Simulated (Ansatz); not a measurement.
# CdSe: the order of phases at one pressure

Aim: bring CdSe in several structures (rocksalt, CsCl, zincblende, wurtzite, NiAs) to one pressure and rank them by enthalpy. The pressure is set by scaling the first phase. The runs shown use LAPW. Companion runs by PAW are cited.

Method: DFT, PBE, all-electron LAPW, scalar-relativistic, in Ansatz 0.2.0.

## (1) Starting point

Symmetry: Fm-3m, No. 225, cubic system. The conventional cell has a = 5.739 Å, b = 5.739 Å, c = 5.739 Å, α = 90.00°, β = 90.00°, γ = 90.00°. Around Cd (site symmetry m-3m) lie 6 Se at 2.87 Å. Se (site symmetry m-3m) has 6 Cd at 2.87 Å as nearest neighbours.

As a file:

```xyz
2
Lattice="0.0000 2.8693 2.8693 2.8693 0.0000 2.8693 2.8693 2.8693 0.0000" Properties=species:S:1:pos:R:3 pbc="T T T"
Cd    0.0000    0.0000    0.0000
Se    2.8693    2.8693    2.8693
```

Atoms are numbered in the order of the input: Cd1, Se2.

## (2) Rocksalt relaxed under pressure, LAPW

File input.yaml:

```yaml
crystal:
  lattice:
    - [0.0, 2.8692971209, 2.8692971209]
    - [2.8692971209, 0.0, 2.8692971209]
    - [2.8692971209, 2.8692971209, 0.0]
  atoms:
    - { symbol: Cd, position: [0.0, 0.0, 0.0] }
    - { symbol: Se, position: [0.5, 0.5, 0.5] }
kpoints:
  mp_grid: { grid: [12, 12, 12] }
scf:
  occupations: { method: fermi_dirac, width: 0.08 }
hamiltonian:
  xc: pbe
  pseudopotentials: { kind: all_electron, lapw: { basis_error: 0.0005 } }
output:
  forces: true
  stress: true
  eigenvalues: true
relax:
  f_tol: 0.005
  max_steps: 12
  cell: { p_target: -0.034, stress_tol: 0.03 }
```

On the command line:

```bash
ansatz run input.yaml --threads 1 --pin off --max-ram 3584MiB --backend cpu --events-out ev --progress --plain --runs-dir out
```

The log of the run, cut to the lines that bear on the results:

```text
[...]
LAPW: plane waves up to 8.205 Å⁻¹, error target 5.0e-4 eV per atom; small_component_spin mean_spin; Se in spheres of 1.334 Å, 24 of its electrons in bands, Dirac shells []; Cd in spheres of 1.450 Å, 20 of its electrons in bands, Dirac shells []
[...]
Pseudopotentials: kind: all_electron
Pseudopotential: Cd, LAPW, valence charge 20, Koelling and Harmon's equation, gaussian nucleus
Pseudopotential: Se, LAPW, valence charge 24, Koelling and Harmon's equation, gaussian nucleus
Functional definition: PBE
[...]
Crystal: 2 atoms, lattice volume = 47.245 Å³
Basis set: ecut = 256.4919137328974 eV, 459 PW (Γ), exchange–correlation at level 2
Bands: 27, of which v1, the nominal top of the filled ones, is band 22 counted from 1 (21 counted from 0)
Symmetry: 48 space group operations
Space group: Fm-3m (ITA 225), of the structure as read, at distance tolerance 3.6e-5 Å
k-points: 72 of 1728
[...]
SCF iter   1: F=—  HF=-218362.508443 eV  |F-HF|=—  |Δ(HF+E_count)|=         —  Δρ=3.18e-2  dr2=1.05e0  ethr=2.38e-3  ⟨swp⟩=2.0  Hψ=12393  notcnv=0
[...]
relax step   1: F+E_penalty+E_count = -218362.08270326 eV  Δ(F+E_penalty+E_count) = +0.000e0 eV  max|allowed force component| = 3.681e-30 eV/Å  Δτ_max = 0.0000 Å  P = -0.035 GPa  Ω = 47.245 Å³  (7 SCF iters, accepted)
[...]
relax step   2: F+E_penalty+E_count = -218362.08270326 eV  Δ(F+E_penalty+E_count) = -2.212e-9 eV  max|allowed force component| = 7.363e-30 eV/Å  Δτ_max = 0.0000 Å  P = -0.035 GPa  Ω = 47.245 Å³  stress off target by 7.66e-4 GPa  SCF on the basis re-selected at this cell (its energy is not [...]
SCF converged after 2 iterations
Free energy (F): -218362.082703 eV
[...]
E sigma→0 (E₀):  -218362.078241 eV
Entropy (-TS):   -0.008925 eV (-4.462 meV/atom)
Fermi energy:    11.002267 eV
[...]
--- Forces (eV/Å), atoms counted from 1 ---
  atom   1  Cd    -0.00000000     0.00000000    -0.00000000
  atom   2  Se     0.00000000     0.00000000    -0.00000000
[...]
--- Stress (GPa, compression-positive) ---
       -0.034766      -0.000000      -0.000000
       -0.000000      -0.034766      -0.000000
       -0.000000      -0.000000      -0.034766
  P = ⅓ Tr σ = -0.0348 GPa (-0.348 kbar)
--- Band table (eV; the first three rows and the last of 72) ---
[...]
--- Relaxed structure (1 steps of the walk, 1 accepted, 1 SCFs on fresh bases) ---
  F+E_penalty+E_count = -218362.08270326 eV   max|allowed force component| = 7.363e-30 eV/Å   (the final SCF, on the basis selected at the relaxed cell)
  cell:  # Å, volume = 47.2451 Å³
    - [0.0, 2.8692971209, 2.8692971209]
    - [2.8692971209, 0.0, 2.8692971209]
    - [2.8692971209, 2.8692971209, 0.0]
  atoms:
    - { symbol: Cd, position: [0.0, 0.0, 0.0] }
    - { symbol: Se, position: [0.49999999999999994, 0.49999999999999994, 0.49999999999999994] }
```

Run time: 26 s. Hardware: 1 thread of Intel Xeon Platinum 8488C (Sapphire Rapids), shared host; peak memory 0.49 GiB.

Relaxation path:

| step | energy from step 1 (eV/cell) | largest force component (eV/Å) | pressure (GPa) | volume (Å³) |
| --- | --- | --- | --- | --- |
| 1 | 0.0000 | 0.0000 | -0.03 | 47.25 |
| 2 | 0.0000 | 0.0000 | -0.03 | 47.25 |

Step 1 is the start. Step 2 repeats the geometry before on a plane-wave basis chosen anew for that cell, so the energy can jump there without any move; the table keeps such jumps.

| input's cell | before | after | change |
| --- | --- | --- | --- |
| a (Å) | 4.058 | 4.058 | +0.0 % |
| b (Å) | 4.058 | 4.058 | +0.0 % |
| c (Å) | 4.058 | 4.058 | +0.0 % |
| volume (Å³/atom) | 23.62 | 23.62 | +0.0 % |

Read from it: pressure -0.03 GPa; no gap.

## (3) CsCl relaxed under pressure, LAPW

Changes to input.yaml since step 2:

```diff
@@ -2,5 +2,5 @@
   lattice:
-    - [0.0, 2.8692971209, 2.8692971209]
-    - [2.8692971209, 0.0, 2.8692971209]
-    - [2.8692971209, 2.8692971209, 0.0]
+    - [3.5588263372, 0.0, 0.0]
+    - [0.0, 3.5588263372, 0.0]
+    - [0.0, 0.0, 3.5588263372]
   atoms:
```

On the command line:

```bash
ansatz run input.yaml --threads 1 --pin off --max-ram 3584MiB --backend cpu --events-out ev --progress --plain --runs-dir out
```

The log of the run, cut to the lines that bear on the results:

```text
[...]
LAPW: plane waves up to 7.481 Å⁻¹, error target 5.0e-4 eV per atom; small_component_spin mean_spin; Se in spheres of 1.422 Å, 24 of its electrons in bands, Dirac shells []; Cd in spheres of 1.567 Å, 20 of its electrons in bands, Dirac shells []
[...]
[... 4 set-up lines as earlier in the session ...]
[...]
Crystal: 2 atoms, lattice volume = 45.073 Å³
Basis set: ecut = 213.22661019779224 eV, 305 PW (Γ), exchange–correlation at level 2
Bands: 27, of which v1, the nominal top of the filled ones, is band 22 counted from 1 (21 counted from 0)
[... 1 set-up line as earlier in the session ...]
Space group: Pm-3m (ITA 221), of the structure as read, at distance tolerance 3.6e-5 Å
k-points: 84 of 1728
[...]
--- Forces (eV/Å), atoms counted from 1 ---
  atom   1  Cd     0.00000000    -0.00000000    -0.00000000
  atom   2  Se    -0.00000000     0.00000000     0.00000000
[...]
--- Stress (GPa, compression-positive) ---
       -0.024734       0.000000       0.000000
        0.000000      -0.024734       0.000000
        0.000000       0.000000      -0.024734
  P = ⅓ Tr σ = -0.0247 GPa (-0.247 kbar)
--- Band table (eV; the first three rows and the last of 84) ---
[...]
--- Relaxed structure (2 steps of the walk, 2 accepted, 1 SCFs on fresh bases) ---
  F+E_penalty+E_count = -218361.18218632 eV   max|allowed force component| = 1.052e-30 eV/Å   (the final SCF, on the basis selected at the relaxed cell)
  cell:  # Å, volume = 45.0421 Å³
    - [3.558001850173901, 3.209883240645393e-35, 0.0]
    - [-3.209883240645393e-35, 3.558001850173901, 0.0]
    - [0.0, 0.0, 3.558001850173901]
  atoms:
    - { symbol: Cd, position: [-1.071065566876013e-35, 6.764624632901135e-36, -5.63718719408428e-37] }
    - { symbol: Se, position: [0.49999999999999994, 0.49999999999999994, 0.49999999999999994] }
```

Wall time 39 s (1 thread of Intel Xeon Platinum 8488C (Sapphire Rapids), shared host); peak memory 0.48 GiB.

Relaxation path:

| step | energy from step 1 (eV/cell) | largest force component (eV/Å) | pressure (GPa) | volume (Å³) |
| --- | --- | --- | --- | --- |
| 1 | 0.0000 | 0.0000 | -0.07 | 45.07 |
| 2 | 0.0000 | 0.0000 | -0.02 | 45.04 |
| 3 | 0.0000 | 0.0000 | -0.02 | 45.04 |

Step 1 is the start. Step 3 repeats the geometry before on a plane-wave basis chosen anew for that cell, so the energy can jump there without any move; the table keeps such jumps.

| input's cell | before | after | change |
| --- | --- | --- | --- |
| a (Å) | 3.559 | 3.558 | -0.0 % |
| b (Å) | 3.559 | 3.558 | -0.0 % |
| c (Å) | 3.559 | 3.558 | -0.0 % |
| volume (Å³/atom) | 22.54 | 22.52 | -0.1 % |

Result: pressure -0.02 GPa; no gap.

## (4) Zincblende relaxed under pressure, LAPW

File input.yaml:

```yaml
crystal:
  lattice:
    - [0.0, 3.0989373601, 3.0989373601]
    - [3.0989373601, 0.0, 3.0989373601]
    - [3.0989373601, 3.0989373601, 0.0]
  atoms:
    - { symbol: Cd, position: [0.0, 0.0, 0.0] }
    - { symbol: Se, position: [0.25, 0.25, 0.25] }
kpoints:
  mp_grid: { grid: [11, 11, 11] }
scf:
  occupations: { method: fermi_dirac, width: 0.08 }
hamiltonian:
  xc: pbe
  pseudopotentials: { kind: all_electron, lapw: { basis_error: 0.0005 } }
output:
  forces: true
  stress: true
  eigenvalues: true
relax:
  f_tol: 0.005
  max_steps: 12
  cell: { p_target: -0.034, stress_tol: 0.03 }
```

On the command line:

```bash
ansatz run input.yaml --threads 1 --pin off --max-ram 3584MiB --backend cpu --events-out ev --progress --plain --runs-dir out
```

The log of the run, cut to the lines that bear on the results:

```text
[...]
LAPW: plane waves up to 8.926 Å⁻¹, error target 5.0e-4 eV per atom; small_component_spin mean_spin; Se in spheres of 1.255 Å, 24 of its electrons in bands, Dirac shells []; Cd in spheres of 1.348 Å, 30 of its electrons in bands, Dirac shells []
[...]
[... 1 set-up line as earlier in the session ...]
Pseudopotential: Cd, LAPW, valence charge 30, Koelling and Harmon's equation, gaussian nucleus
[... 2 set-up lines as earlier in the session ...]
[...]
Crystal: 2 atoms, lattice volume = 59.521 Å³
Basis set: ecut = 303.5205928960444 eV, 725 PW (Γ), exchange–correlation at level 2
Bands: 33, of which v1, the nominal top of the filled ones, is band 27 counted from 1 (26 counted from 0)
Symmetry: 24 space group operations
Space group: F-43m (ITA 216), of the structure as read, at distance tolerance 3.9e-5 Å
[...]
Entropy (-TS):   -0.000218 eV (-0.109 meV/atom)
Fermi energy:    7.717994 eV
[...]
--- Forces (eV/Å), atoms counted from 1 ---
  atom   1  Cd    -0.00000000     0.00000000     0.00000000
  atom   2  Se     0.00000000    -0.00000000     0.00000000
[...]
--- Stress (GPa, compression-positive) ---
       -0.025286      -0.000000       0.000000
       -0.000000      -0.025286       0.000000
        0.000000       0.000000      -0.025286
  P = ⅓ Tr σ = -0.0253 GPa (-0.253 kbar)
--- Band table (eV; the first three rows and the last of 56) ---
[...]
--- Relaxed structure (1 steps of the walk, 1 accepted, 1 SCFs on fresh bases) ---
  F+E_penalty+E_count = -218362.37213732 eV   max|allowed force component| = 7.864e-17 eV/Å   (the final SCF, on the basis selected at the relaxed cell)
  cell:  # Å, volume = 59.5207 Å³
    - [0.0, 3.0989373601, 3.0989373601]
    - [3.0989373601, 0.0, 3.0989373601]
    - [3.0989373601, 3.0989373601, 0.0]
  atoms:
    - { symbol: Cd, position: [0.0, 0.0, 0.0] }
    - { symbol: Se, position: [0.24999999999999997, 0.24999999999999997, 0.24999999999999997] }
```

Wall time 53 s (1 thread of Intel Xeon Platinum 8488C (Sapphire Rapids), shared host); peak memory 0.48 GiB.

Step by step:

| step | energy from step 1 (eV/cell) | largest force component (eV/Å) | pressure (GPa) | volume (Å³) |
| --- | --- | --- | --- | --- |
| 1 | 0.0000 | 0.0000 | -0.03 | 59.52 |
| 2 | 0.0000 | 0.0000 | -0.03 | 59.52 |

Step 1 is the start. Step 2 repeats the geometry before on a plane-wave basis chosen anew for that cell, so the energy can jump there without any move; the table keeps such jumps.

| input's cell | before | after | change |
| --- | --- | --- | --- |
| a (Å) | 4.383 | 4.383 | +0.0 % |
| b (Å) | 4.383 | 4.383 | +0.0 % |
| c (Å) | 4.383 | 4.383 | +0.0 % |
| volume (Å³/atom) | 29.76 | 29.76 | +0.0 % |

Result: pressure -0.03 GPa; gap on the k mesh 0.49 eV (an odd mesh misses the zone boundary).

## (5) Wurtzite at the cell that PAW relaxed, LAPW

File input.yaml:

```yaml
crystal:
  lattice:
    - [4.3843466215, 0.0, 0.0]
    - [-2.1921733107, 3.7969555532, 0.0]
    - [0.0, 0.0, 7.1569688873]
  atoms:
    - { symbol: Cd, position: [0.3333333333, 0.6666666667, 0.0001304044] }
    - { symbol: Cd, position: [0.6666666667, 0.3333333333, 0.5001304044] }
    - { symbol: Se, position: [0.3333333333, 0.6666666667, 0.3758695956] }
    - { symbol: Se, position: [0.6666666667, 0.3333333333, 0.8758695956] }
kpoints:
  mp_grid: { grid: [8, 8, 5] }
scf:
  occupations: { method: fermi_dirac, width: 0.08 }
hamiltonian:
  xc: pbe
  pseudopotentials: { kind: all_electron, lapw: { basis_error: 0.0005 } }
output:
  forces: true
  stress: true
  eigenvalues: true
  populations: true
```

On the command line:

```bash
ansatz run input.yaml --threads 1 --pin off --max-ram 3584MiB --backend cpu --events-out ev --progress --plain --runs-dir out
```

The log of the run, cut to the lines that bear on the results:

```text
Cd: projections on atomic orbitals take those of the free atom 1s2 2s2 2p6 3s2 3p6 3d10 4s2 4p6 4d10 5s2, of charge +0.00 (hamiltonian.pseudopotentials.projection_atoms)
Se: projections on atomic orbitals take those of the free atom 1s2 2s2 2p6 3s2 3p6 3d10 4s2 4p4, of charge +0.00 (hamiltonian.pseudopotentials.projection_atoms)
LAPW: plane waves up to 8.595 Å⁻¹, error target 5.0e-4 eV per atom; small_component_spin mean_spin; Se in spheres of 1.290 Å, 24 of its electrons in bands, Dirac shells []; Cd in spheres of 1.393 Å, 20 of its electrons in bands, Dirac shells []
[...]
[... 4 set-up lines as earlier in the session ...]
[...]
Crystal: 4 atoms, lattice volume = 119.143 Å³
[...]
SCF converged after 9 iterations
Free energy (F): -436724.739275 eV
[...]
E sigma→0 (E₀):  -436724.739026 eV
Entropy (-TS):   -0.000500 eV (-0.125 meV/atom)
Fermi energy:    7.699177 eV
[...]
--- Forces (eV/Å), atoms counted from 1 ---
  atom   1  Cd     0.00000000     0.00000000     0.00007050
  atom   2  Cd    -0.00000000    -0.00000000     0.00007050
  atom   3  Se     0.00000000     0.00000000    -0.00008437
  atom   4  Se    -0.00000000    -0.00000000    -0.00008437
[...]
--- Stress (GPa, compression-positive) ---
       -0.028417      -0.000000       0.000000
       -0.000000      -0.028417       0.000000
        0.000000       0.000000      -0.029094
  P = ⅓ Tr σ = -0.0286 GPa (-0.286 kbar)
--- Band table (eV; the first three rows and the last of 30) ---
[...]
--- Löwdin populations: 4 sites ---
  site symbol       q [e]
     0     Cd     46.7864
     1     Cd     46.7864
     2     Se     35.0328
     3     Se     35.0328
  spilling = 0.002205 (of n_electrons = 164.000000)
```

Wall time 67 s (1 thread of Intel Xeon Platinum 8488C (Sapphire Rapids), shared host); peak memory 0.59 GiB.

Result: pressure -0.03 GPa; gap on the k mesh 0.54 eV.

## (6) NiAs at the cell that PAW relaxed, LAPW

File input.yaml:

```yaml
crystal:
  lattice:
    - [4.0636783708, 0.0, 0.0]
    - [-2.0318391854, 3.5192487019, 0.0]
    - [0.0, 0.0, 6.7018756822]
  atoms:
    - { symbol: Cd, position: [0.0, 0.0, 0.0] }
    - { symbol: Cd, position: [0.0, 0.0, 0.5] }
    - { symbol: Se, position: [0.3333333333, 0.6666666667, 0.25] }
    - { symbol: Se, position: [0.6666666667, 0.3333333333, 0.75] }
kpoints:
  mp_grid: { grid: [9, 9, 5] }
scf:
  occupations: { method: fermi_dirac, width: 0.08 }
hamiltonian:
  xc: pbe
  pseudopotentials: { kind: all_electron, lapw: { basis_error: 0.0005 } }
output:
  forces: true
  stress: true
  eigenvalues: true
  populations: true
```

On the command line:

```bash
ansatz run input.yaml --threads 1 --pin off --max-ram 3584MiB --backend cpu --events-out ev --progress --plain --runs-dir out
```

The log of the run, cut to the lines that bear on the results:

```text
Cd: projections on atomic orbitals take those of the free atom 1s2 2s2 2p6 3s2 3p6 3d10 4s2 4p6 4d10 5s2, of charge +0.00 (hamiltonian.pseudopotentials.projection_atoms)
Se: projections on atomic orbitals take those of the free atom 1s2 2s2 2p6 3s2 3p6 3d10 4s2 4p4, of charge +0.00 (hamiltonian.pseudopotentials.projection_atoms)
LAPW: plane waves up to 7.843 Å⁻¹, error target 5.0e-4 eV per atom; small_component_spin mean_spin; Se in spheres of 1.376 Å, 24 of its electrons in bands, Dirac shells []; Cd in spheres of 1.507 Å, 20 of its electrons in bands, Dirac shells []
[...]
[... 4 set-up lines as earlier in the session ...]
[...]
Crystal: 4 atoms, lattice volume = 95.844 Å³
[...]
SCF converged after 9 iterations
Free energy (F): -436724.056474 eV
[...]
E sigma→0 (E₀):  -436724.054634 eV
Entropy (-TS):   -0.003680 eV (-0.920 meV/atom)
Fermi energy:    10.914555 eV
[...]
--- Forces (eV/Å), atoms counted from 1 ---
  atom   1  Cd     0.00000000     0.00000000     0.00000000
  atom   2  Cd     0.00000000    -0.00000000     0.00000000
  atom   3  Se    -0.00000000    -0.00000000     0.00000000
  atom   4  Se    -0.00000000     0.00000000    -0.00000000
[...]
--- Stress (GPa, compression-positive) ---
       -0.039302       0.000000      -0.000000
        0.000000      -0.039302       0.000000
       -0.000000       0.000000      -0.046921
  P = ⅓ Tr σ = -0.0418 GPa (-0.418 kbar)
--- Band table (eV; the first three rows and the last of 36) ---
[...]
--- Löwdin populations: 4 sites ---
  site symbol       q [e]
     0     Cd     46.8000
     1     Cd     46.8000
     2     Se     35.0154
     3     Se     35.0154
  spilling = 0.002251 (of n_electrons = 164.000000)
```

Wall time 32 s (1 thread of Intel Xeon Platinum 8488C (Sapphire Rapids), shared host); peak memory 0.57 GiB.

In short: pressure -0.04 GPa; no gap.

## (7) All runs together

The PAW rows are taken from companion runs at the same settings.

Enthalpy per atom, H = F + pV at p = -0.034 GPa, from each method's lowest phase:

```
             method       start  space group, start → end  volume (Å³/atom)  pressure (GPa)  enthalpy (meV/atom)
               LAPW    rocksalt             Fm-3m → Fm-3m            23.623             0.0                146.0
               LAPW        CsCl             Pm-3m → Pm-3m            22.521             0.0                596.5
               LAPW  zincblende             F-43m → F-43m            29.760             0.0                  0.0
LAPW, at PAW's cell    wurtzite                    P6_3mc            29.786             0.0                  1.2
LAPW, at PAW's cell        NiAs                  P6_3/mmc            23.961             0.0                173.2
                PAW    rocksalt             Fm-3m → Fm-3m            23.623             0.0                146.4
                PAW        CsCl             Pm-3m → Pm-3m            22.537            -0.1                597.0
                PAW  zincblende             F-43m → F-43m            29.760             0.0                  0.0
                PAW    wurtzite           P6_3mc → P6_3mc            29.786             0.0                  1.3
                PAW        NiAs       P6_3/mmc → P6_3/mmc            23.961             0.0                173.6
```

## (8) Summary of results

| quantity | value |
| --- | --- |
| pressure | -0.034 GPa |
| lowest (LAPW) | zincblende, 1.2 meV/atom under wurtzite |
| lowest (PAW) | zincblende, 1.3 meV/atom under wurtzite |

By LAPW the order is zincblende < wurtzite < rocksalt < NiAs < CsCl; the first two lie within 1.2 meV/atom, too close to call. By PAW the order is zincblende < wurtzite < rocksalt < NiAs < CsCl; the first two lie within 1.3 meV/atom, too close to call. The methods agree on the lowest phase. Only these structures were tried, with electrons smeared by 0.08 eV and without vibrations, so the true ground state may be another. The k meshes differ between phases and weren't tested, which can move differences by some meV.
